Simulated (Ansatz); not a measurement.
# Ta in Ansatz: the effect of target pressure

Ta:

```
Ta
1.0
    -1.71384    1.66380    1.60595
     1.69320   -1.68230    1.60382
     1.68622    1.65469   -1.62445
Ta
1
Direct
  0.00000 0.00000 0.00000
```

The cell isn't the ideal one: cell sheared at random, sigma 0.03, atoms nudged by 0.01 Å.

Alike in all runs:

```yaml
Program: Ansatz 0.2.0
Task: relaxation of cell and atoms
Functional: r2SCAN
Potentials_or_basis: Ansatz PAW
Cutoff: "500 eV (not typed: the program's choice for these potentials)"
k_mesh: 11 × 11 × 11
Occupations: fermi-dirac, width 0.05 eV
Spin: no spin polarisation
```

Each run relaxes the cell or the atoms first.

```csv
target pressure,relaxed volume (Å³/atom)
0 GPa,18.02
2 GPa,17.84
5 GPa,17.59
10 GPa,?
20 GPa,16.56
30 GPa,16.03
```

Q: What does the run with target pressure 10 GPa give?

A: Relaxed volume 17.21 Å³/atom.

Worked out: In Murnaghan's law V^(-B') rises as a straight line in P. The other rows fit best with B' = 4.5, V0 = 18.02 Å³/atom and B0 = 195 GPa, which gives 17.21 Å³/atom at 10 GPa, against the run's 17.21.

Caveats: the plane-wave basis is chosen anew once the cell has moved, so the energies of steps on either side of that aren't comparable; the PAW data sets come from PBE, with cores solved anew for the run's functional, which leaves a small shift of forces and pressure.
